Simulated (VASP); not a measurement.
# BP (F-43m) in VASP: notebook, part 2 of 2

VASP 6.6.1. Earlier steps stand in the parts before.

### Step 3. Optical spectrum, PW91

Input file INCAR:

```
SYSTEM = BP
ALGO = Normal
AMIX = 0.2
CSHIFT = 0.1
EDIFF = 1E-6
ENCUT = 520
GGA = 91
IMIX = 1
ISIF = 2
ISMEAR = 0
LASPH = .True.
LCHARG = .False.
LOPTICS = .True.
LREAL = .False.
LWAVE = .False.
NBANDS = 48
NEDOS = 1000
NELM = 100
PREC = Accurate
SIGMA = 0.05
```

Input file BP.cif:

```cif
data_BP
_cell_length_a 4.53800000
_cell_length_b 4.53800000
_cell_length_c 4.53800000
_cell_angle_alpha 90.00000000
_cell_angle_beta 90.00000000
_cell_angle_gamma 90.00000000
_space_group_name_H-M_alt 'F-43m'
_space_group_name_Hall 'F -4 2 3'
_space_group_IT_number 216
loop_
_space_group_symop_operation_xyz
'x,y,z'
'y,-x,-z'
'-x,-y,z'
'-y,x,-z'
'x,-y,-z'
'y,x,z'
'-x,y,-z'
'-y,-x,z'
'z,x,y'
'-z,y,-x'
'z,-x,-y'
'-z,-y,x'
'-z,x,-y'
'z,y,x'
'-z,-x,y'
'z,-y,-x'
'y,z,x'
'-x,-z,y'
'-y,z,-x'
'x,-z,-y'
'-y,-z,x'
'x,z,y'
'y,-z,-x'
'-x,z,-y'
'x,y+1/2,z+1/2'
'y,-x+1/2,-z+1/2'
'-x,-y+1/2,z+1/2'
'-y,x+1/2,-z+1/2'
'x,-y+1/2,-z+1/2'
'y,x+1/2,z+1/2'
'-x,y+1/2,-z+1/2'
'-y,-x+1/2,z+1/2'
'z,x+1/2,y+1/2'
'-z,y+1/2,-x+1/2'
'z,-x+1/2,-y+1/2'
'-z,-y+1/2,x+1/2'
'-z,x+1/2,-y+1/2'
'z,y+1/2,x+1/2'
'-z,-x+1/2,y+1/2'
'z,-y+1/2,-x+1/2'
'y,z+1/2,x+1/2'
'-x,-z+1/2,y+1/2'
'-y,z+1/2,-x+1/2'
'x,-z+1/2,-y+1/2'
'-y,-z+1/2,x+1/2'
'x,z+1/2,y+1/2'
'y,-z+1/2,-x+1/2'
'-x,z+1/2,-y+1/2'
'x+1/2,y,z+1/2'
'y+1/2,-x,-z+1/2'
'-x+1/2,-y,z+1/2'
'-y+1/2,x,-z+1/2'
'x+1/2,-y,-z+1/2'
'y+1/2,x,z+1/2'
'-x+1/2,y,-z+1/2'
'-y+1/2,-x,z+1/2'
'z+1/2,x,y+1/2'
'-z+1/2,y,-x+1/2'
'z+1/2,-x,-y+1/2'
'-z+1/2,-y,x+1/2'
'-z+1/2,x,-y+1/2'
'z+1/2,y,x+1/2'
'-z+1/2,-x,y+1/2'
'z+1/2,-y,-x+1/2'
'y+1/2,z,x+1/2'
'-x+1/2,-z,y+1/2'
'-y+1/2,z,-x+1/2'
'x+1/2,-z,-y+1/2'
'-y+1/2,-z,x+1/2'
'x+1/2,z,y+1/2'
'y+1/2,-z,-x+1/2'
'-x+1/2,z,-y+1/2'
'x+1/2,y+1/2,z'
'y+1/2,-x+1/2,-z'
'-x+1/2,-y+1/2,z'
'-y+1/2,x+1/2,-z'
'x+1/2,-y+1/2,-z'
'y+1/2,x+1/2,z'
'-x+1/2,y+1/2,-z'
'-y+1/2,-x+1/2,z'
'z+1/2,x+1/2,y'
'-z+1/2,y+1/2,-x'
'z+1/2,-x+1/2,-y'
'-z+1/2,-y+1/2,x'
'-z+1/2,x+1/2,-y'
'z+1/2,y+1/2,x'
'-z+1/2,-x+1/2,y'
'z+1/2,-y+1/2,-x'
'y+1/2,z+1/2,x'
'-x+1/2,-z+1/2,y'
'-y+1/2,z+1/2,-x'
'x+1/2,-z+1/2,-y'
'-y+1/2,-z+1/2,x'
'x+1/2,z+1/2,y'
'y+1/2,-z+1/2,-x'
'-x+1/2,z+1/2,-y'
loop_
_atom_site_label
_atom_site_type_symbol
_atom_site_symmetry_multiplicity
_atom_site_Wyckoff_symbol
_atom_site_fract_x
_atom_site_fract_y
_atom_site_fract_z
_atom_site_occupancy
P1 P 4 c 0.2500000000 0.2500000000 0.2500000000 1
B1 B 4 a 0.0000000000 0.0000000000 0.0000000000 1
```

Input file KPOINTS:

```
k-points
0
Monkhorst
  6 6 6
  0 0 0
```

Input file POSCAR:

```
P  B 
 1.0000000000000000
     4.5380000000000003    0.0000000000000000    0.0000000000000000
     0.0000000000000000    4.5380000000000003    0.0000000000000000
     0.0000000000000000    0.0000000000000000    4.5380000000000003
 P   B  
   4   4
Cartesian
  1.1345000000000001  1.1345000000000001  1.1345000000000001
  1.1345000000000001  3.4035000000000002  3.4035000000000002
  3.4035000000000002  3.4035000000000002  1.1345000000000001
  3.4035000000000002  1.1345000000000001  3.4035000000000002
  0.0000000000000000  0.0000000000000000  0.0000000000000000
  0.0000000000000000  2.2690000000000001  2.2690000000000001
  2.2690000000000001  0.0000000000000000  2.2690000000000001
  2.2690000000000001  2.2690000000000001  0.0000000000000000
```

Potentials or basis: VASP PAW PBE potentials, release 64 (P, B).

Started as:

```bash
ase convert -i cif -o vasp BP.cif POSCAR
cat potpaw_PBE.64/P/POTCAR potpaw_PBE.64/B/POTCAR > POTCAR
mpirun -np 1 vasp_std > vasp.out
```

OUTCAR:

```text
SYSTEM = BP
   AMIX = 0.2
   EDIFF = 1E-6
   ENCUT = 520
   GGA = 91
   IMIX = 1
   ISIF = 2
   ISMEAR = 0
   LASPH = .True.
   LREAL = .False.
   NELM = 100
   PREC = Accurate

 ion  position               nearest neighbor table
   1  0.250  0.250  0.250-   5 1.97   6 1.97   7 1.97   8 1.97
   2  0.250  0.750  0.750-   5 1.97   6 1.97   7 1.97   8 1.97
   3  0.750  0.750  0.250-   5 1.97   6 1.97   7 1.97   8 1.97
   4  0.750  0.250  0.750-   5 1.97   6 1.97   7 1.97   8 1.97
   5  0.000  0.000  0.000-   1 1.97   2 1.97   3 1.97   4 1.97
   6  0.000  0.500  0.500-   1 1.97   2 1.97   3 1.97   4 1.97
   7  0.500  0.000  0.500-   1 1.97   2 1.97   3 1.97   4 1.97
   8  0.500  0.500  0.000-   1 1.97   2 1.97   3 1.97   4 1.97

  LATTYP: Found a simple cubic cell.
 ALAT       =     4.5380000000

  Lattice vectors:
[... 553 lines left out ...]
     1.25906     0.06901     0.06901     0.06901    -0.00000     0.00000     0.00000
     1.67875     0.10160     0.10160     0.10160    -0.00000     0.00000     0.00000
     2.09843     0.14617     0.14617     0.14617    -0.00000     0.00000     0.00000
[... 92 lines left out ...]
    41.12931     0.00132     0.00132     0.00132     0.00000    -0.00000    -0.00000
    41.54900     0.00128     0.00128     0.00128     0.00000    -0.00000    -0.00000

  frequency dependent      REAL DIELECTRIC FUNCTION (independent particle, no local field effects) density-density
     E(ev)        X           Y           Z          XY          YZ          ZX
  --------------------------------------------------------------------------------------------------------------
     0.00000     9.42848     9.42848     9.42848    -0.00000     0.00000     0.00000
     0.41969     9.47163     9.47163     9.47163    -0.00000     0.00000     0.00000
     0.83937     9.60439     9.60439     9.60439     0.00000    -0.00000     0.00000
     1.25906     9.83746     9.83746     9.83746     0.00000    -0.00000     0.00000
     1.67875    10.19174    10.19174    10.19174     0.00000    -0.00000     0.00000
     2.09843    10.70481    10.70481    10.70481     0.00000    -0.00000     0.00000
[... 92 lines left out ...]
    41.12931     0.74644     0.74644     0.74644    -0.00000    -0.00000    -0.00000
    41.54900     0.75190     0.75190     0.75190    -0.00000    -0.00000    -0.00000

  frequency dependent IMAGINARY DIELECTRIC FUNCTION (independent particle, no local field effects) current-current
     E(ev)      X         Y         Z        XY        YZ        ZX
  --------------------------------------------------------------------------------------------------------------
     0.00000    40.16617    40.16617    40.16617    -0.00000     0.00000    -0.00000
     0.41969     4.05749     4.05749     4.05749    -0.00000     0.00000    -0.00000
     0.83937     2.09308     2.09308     2.09308    -0.00000     0.00000    -0.00000
     1.25906     1.47273     1.47273     1.47273    -0.00000     0.00000    -0.00000
     1.67875     1.19661     1.19661     1.19661    -0.00000     0.00000    -0.00000
     2.09843     1.07111     1.07111     1.07111    -0.00000     0.00000    -0.00000
[... 92 lines left out ...]
    41.12931     0.00009     0.00009     0.00009     0.00000    -0.00000     0.00000
    41.54900     0.00008     0.00008     0.00008     0.00000    -0.00000     0.00000

  frequency dependent      REAL DIELECTRIC FUNCTION (independent particle, no local field effects) current-current
     E(ev)        X           Y           Z          XY          YZ          ZX
  --------------------------------------------------------------------------------------------------------------
     0.00000     9.41842     9.41842     9.41842    -0.00000    -0.00000     0.00000
     0.41969     9.46102     9.46102     9.46102    -0.00000    -0.00000     0.00000
     0.83937     9.59341     9.59341     9.59341    -0.00000    -0.00000     0.00000
     1.25906     9.82580     9.82580     9.82580    -0.00000    -0.00000     0.00000
     1.67875    10.17899    10.17899    10.17899    -0.00000    -0.00000     0.00000
     2.09843    10.69032    10.69032    10.69032    -0.00000    -0.00000     0.00000
[... 92 lines left out ...]
    41.12931     0.74648     0.74648     0.74648     0.00000     0.00000    -0.00000
    41.54900     0.75194     0.75194     0.75194     0.00000     0.00000    -0.00000
```

stdout:

```text
POSCAR found type information on POSCAR P B
 POSCAR found :  2 types and       8 ions
 scaLAPACK will be used
 -----------------------------------------------------------------------------
|                                                                             |
|                                                                             |
|     You enforced a specific xc type in the INCAR file but a different       |
|     I HOPE YOU KNOW WHAT YOU ARE DOING!                                     |
|                                                                             |
 -----------------------------------------------------------------------------

 LDA part: xc-table for (Slater(with rela. corr.)+CA(PZ))
 , standard interpolation
 POSCAR, INCAR and KPOINTS ok, starting setup
 FFT: planning ... GRIDC
 FFT: planning ... GRID_SOFT
 FFT: planning ... GRID
 WAVECAR not read
 entering main loop
 optical routines
 imaginary and real dielectric function
 recalculating local potential from charge density
 direction            1
 direction            2
 direction            3
```

Run time: 1.7 min. Hardware: 1 thread of Intel Xeon Platinum 8488C (Sapphire Rapids), shared host; peak memory 0.2 GiB.

Results:

```
Free energy : -51.7201 eV
Pressure    : 1.1 GPa
```

Levels at points of the mesh, in eV from the valence-band top:
| k point | band 13 | band 14 | band 15 | band 16 | band 17 | band 18 | band 19 | band 20 |
| --- | --- | --- | --- | --- | --- | --- | --- | --- |
| (0.08, 0.08, 0.08) | -3.78 | -0.74 | 0.00 | 0.00 | 1.77 | 1.77 | 1.77 | 2.61 |

Dielectric function (mean over the directions given):
| energy (eV) | real part | imaginary part |
| --- | --- | --- |
| 0.25 | 9.44 | 0.01 |
| 0.92 | 9.64 | 0.05 |
| 1.59 | 10.11 | 0.09 |
| 2.27 | 10.97 | 0.17 |
| 2.94 | 12.57 | 0.34 |
| 3.61 | 16.63 | 1.34 |
| 4.28 | 17.82 | 5.39 |
| 4.95 | 19.05 | 11.95 |
| 5.62 | 22.07 | 31.51 |
| 6.30 | 2.99 | 14.42 |
| 7.05 | -11.29 | 12.28 |
| 7.72 | -9.68 | 7.98 |
| 8.39 | -5.60 | 6.30 |
| 9.07 | -2.33 | 5.10 |
| 9.74 | -4.81 | 3.73 |
| 10.41 | -3.96 | 2.66 |
| 11.08 | -2.61 | 1.60 |
| 11.75 | -1.91 | 1.24 |
| 12.42 | -2.37 | 1.63 |
| 13.09 | -2.06 | 1.18 |
| 13.85 | -1.44 | 0.95 |
| 14.52 | -1.35 | 1.05 |
| 15.19 | -1.31 | 0.89 |
| 15.86 | -1.13 | 0.47 |
| 16.54 | -0.71 | 0.50 |
| 17.21 | -0.63 | 0.53 |
| 17.88 | -0.53 | 0.46 |
| 18.55 | -0.53 | 0.41 |
| 19.22 | -0.31 | 0.29 |
| 19.98 | -0.26 | 0.28 |

Caveat: spectra need much finer meshes, so this one isn't converged; independent-particle spectra lack excitons; the PAW data sets were made with another functional, which shifts forces and pressure a little.

### Step 4. Comparison with measurements

Step 2. Against the measured bulk modulus of BP, 179 GPa (300 K; “Equation of state of single-crystal cubic boron phosphide”, 2014, arxiv:1407.1677), the calculated 167 GPa is off by -6.9 %. 3 values of this kind are on record (173 to 179 GPa); this one was drawn at random among those near their median, those with a stated uncertainty first. The fit is for a static lattice scaled at fixed shape and fixed fractional positions.
